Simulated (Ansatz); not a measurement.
**Al3GaAs4: the band gap up the ladder of functionals**

One table from this session's results is given with a row withheld; the runs are named, their logs left out.

Program: Ansatz 0.2.0. PAW datasets, plane waves. The calculation is spin-unpolarised, and the structure need not be a phase that has been made.

## The cell

The cell was relaxed beforehand with r2SCAN.

The symmetry is P-43m (No. 215, cubic); conventional cell a = 5.676 Å, 22.86 Å³ an atom. Al has 4 As at 2.46 Å; As has 3 Al at 2.46 Å and 1 Ga at 2.46 Å; Ga has 4 As at 2.46 Å.

The structure in full:

```
Al As Ga
1.0
     5.67595    0.00000    0.00000
     0.00000    5.67595    0.00000
     0.00000    0.00000    5.67595
Al As Ga
3 4 1
Direct
  0.50000 0.00000 0.00000
  0.00000 0.50000 0.00000
  0.00000 0.00000 0.50000
  0.75042 0.24958 0.24958
  0.24958 0.75042 0.24958
  0.24958 0.24958 0.75042
  0.75042 0.75042 0.75042
  0.50000 0.50000 0.50000
```

The first run:

The input, input.yaml:

```yaml
crystal:
  lattice:
    - [5.6759483793, 0.0, 0.0]
    - [0.0, 5.6759483793, 0.0]
    - [0.0, 0.0, 5.6759483793]
  atoms:
    - { symbol: Al, position: [0.5, 0.0, 0.0] }
    - { symbol: As, position: [0.7504170745, 0.2495829255, 0.2495829255] }
    - { symbol: Al, position: [0.0, 0.5, 0.0] }
    - { symbol: As, position: [0.2495829255, 0.7504170745, 0.2495829255] }
    - { symbol: Al, position: [0.0, 0.0, 0.5] }
    - { symbol: As, position: [0.2495829255, 0.2495829255, 0.7504170745] }
    - { symbol: Ga, position: [0.5, 0.5, 0.5] }
    - { symbol: As, position: [0.7504170745, 0.7504170745, 0.7504170745] }
kpoints:
  mp_grid: { grid: [4, 4, 4] }
  band_path:
    path:
      - [[0.0, 0.0, 0.0], [-2.432203667928e-51, 0.5, 4.976608423826e-34], [0.5, 0.5, 1.685260579886e-33], [0.0, 0.0, 0.0], [0.5, 0.5, 0.5], [-2.432203667928e-51, 0.5, 4.976608423826e-34]]
      - [[0.5, 0.5, 0.5], [0.5, 0.5, 1.685260579886e-33]]
    npoints: 10
hamiltonian:
  xc: pbe
scf:
  occupations: { method: fermi_dirac, width: 0.02 }
  n_extra_bands: 6
output:
  forces: true
  stress: true
  eigenvalues: true
```

Command:

```
> ansatz run input.yaml --threads 4 --pin off --max-ram 6451MiB --backend cpu --events-out ev --progress --plain --runs-dir out
```

Steps of the session up to this table: Band structure with PBE; r2SCAN at the same geometry; HSE06; Single point with PBE+SOC; Single point with PBE0.

One table of the session follows, with a row left open; its other results are not shown here.

```
  level  gap (eV)
    PBE      1.13
 r2SCAN      1.52
  HSE06         ?
PBE+SOC      1.03
   PBE0      2.51
```

**Question.** Estimate the row for HSE06.

**Answer.** gap (eV): 1.90. In the column «gap (eV)» it lies between r2SCAN (1.52) and PBE0 (2.51).

PBE reaches 59 % of the HSE06 value, and r2SCAN 80 %. PBE0 lies 0.62 eV above HSE06, which differs from it by screening the long-range exchange.

To keep in mind: Warnings in the runs' records: stress exchange threshold loose, stress scf threshold loose.
